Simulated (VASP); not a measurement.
## Ni: single point with BLYP

Crystal: Ni.

```xyz
1
Lattice="-1.4239 1.4239 1.4239 1.4239 -1.4239 1.4239 1.4239 1.4239 -1.4239" Properties=species:S:1:pos:R:3 pbc="T T T"
Ni    0.0000    0.0000    0.0000
```

The cell was built by a generator and needn't be a form met in nature.

```yaml
Program: VASP 6.6.1
Task: single point
Functional: BLYP
Potentials_or_basis: VASP PAW PBE potentials, release 64 (Ni)
Cutoff: 520 eV
k_mesh: 16 × 16 × 16
Occupations: fermi-dirac, width 0.05 eV
Spin: collinear spin, typed start
Starting_moments: "[0.8] μB"
Dipole_correction: no
Further_INCAR_settings: ALGO = Normal; EDIFF = 1e-06; NBANDS = 15
```

```
Pressure                                              : 0.1 GPa
Band gap on the k mesh                                : none (metal or under the smearing width)
Net moment                                            : 0.55 μB per cell
Site moments                                          : Ni +0.56 μB
Valence electrons inside the program's atomic spheres : Ni 9.26
```

Levels at points of the mesh, in eV from the Fermi level:
Spin up:
```tsv
k point	band 2	band 3	band 4	band 5	band 6	band 7	band 8	band 9
(0.00, 0.00, 0.00)	-2.14	-2.14	-2.14	-0.82	-0.82	26.21	26.21	26.21
(0.50, 0.00, 0.00)	-2.96	-0.91	-0.69	-0.07	0.58	6.09	18.80	19.09
(0.50, 0.50, 0.50)	-3.79	-0.27	-0.27	-0.27	9.51	9.51	9.51	15.48
```
Spin down:
```
           k point  band 3  band 4  band 5  band 6  band 7  band 8
(0.00, 0.00, 0.00)   -1.48   -1.48   -0.37   -0.37   26.14   26.14
(0.50, 0.00, 0.00)   -0.38   -0.23    0.57    0.68    6.43   18.77
(0.50, 0.50, 0.50)    0.47    0.47    0.47    9.55    9.55    9.55
```

Wall time 32 s on 1 thread of AMD EPYC 9R45 (Zen 5), with other jobs on the host, peak memory 0.11 GiB.

Caveat: the PAW data sets were made with another functional, which shifts forces and pressure a little.
